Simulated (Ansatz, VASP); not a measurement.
**Two plane-wave programs on WC**

```
W C
1.0
     0.00000    2.19268    2.19268
     2.19268    0.00000    2.19268
     2.19268    2.19268    0.00000
W C
1 1
Direct
  0.01142 0.01665 0.00372
  0.51141 0.51648 0.50427
```

The cell comes from a database or a generator and needn't be the stable form of this composition.

Alike in both runs: task single point; functional LDA; k mesh 8 × 8 × 8; occupations fermi-dirac, width 0.05 eV; no spin polarisation.

|  | VASP | Ansatz |
| --- | --- | --- |
| version | VASP 6.6.1 | Ansatz 0.2.0 |
| potentials or method | VASP PAW LDA potentials, release 64 (W_sv, C) | plane waves, PAW |
| plane-wave cutoff (eV) | 520 | 517 |
| valence electrons in the cell | 18 | 18 |

```csv
,VASP,Ansatz,Ansatz less VASP
rms of the force components (eV/Å),0.005,0.005,-0.0002
```

Atom by atom the forces differ by 0.000 eV/Å (rms over components).

Spin-orbit coupling is left out, which matters for the levels of W.
